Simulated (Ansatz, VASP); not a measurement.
**BN: VASP beside Ansatz**

```
B N
1.0
     1.64382   -4.71554    0.00000
     1.64382    4.71554    0.00000
    -1.19293    0.00000    4.18174
B N
4 4
Cartesian
  1.6449 0.6226 0.0009
  1.0485 -0.6226 2.0917
  0.6317 1.8259 2.0567
  0.0352 -1.8259 4.1475
  0.9105 1.8513 3.5159
  1.5070 -1.8513 1.4251
  1.0827 0.6219 1.3427
  0.4863 -0.6219 3.4336
```

The cell comes from a database or a generator and needn't be the stable form of this composition.

Alike in both runs: task single point; functional LDA; k mesh 6 × 6 × 5; no spin polarisation.

|  | VASP | Ansatz |
| --- | --- | --- |
| version | VASP 6.6.1 | Ansatz 0.2.0 |
| potentials or method | VASP PAW LDA potentials, release 64 (B, N) | plane waves, PAW |
| plane-wave cutoff (eV) | 520 | 420 |
| occupations | gaussian, width 0.01 eV | fixed |
| valence electrons in the cell | 32 | 32 |

VASP gave:

| Quantity | Value |
| --- | --- |
| gap on the k mesh at the Fermi level (eV) | 3.39 |

Q: What did Ansatz give for the same quantities?

A: gap on the k mesh at the Fermi level (eV): 3.40.

Caveats: an odd mesh through Γ misses points on the zone boundary, where band edges often lie. A hybrid or GW would open this gap; LDA tends to underestimate it.
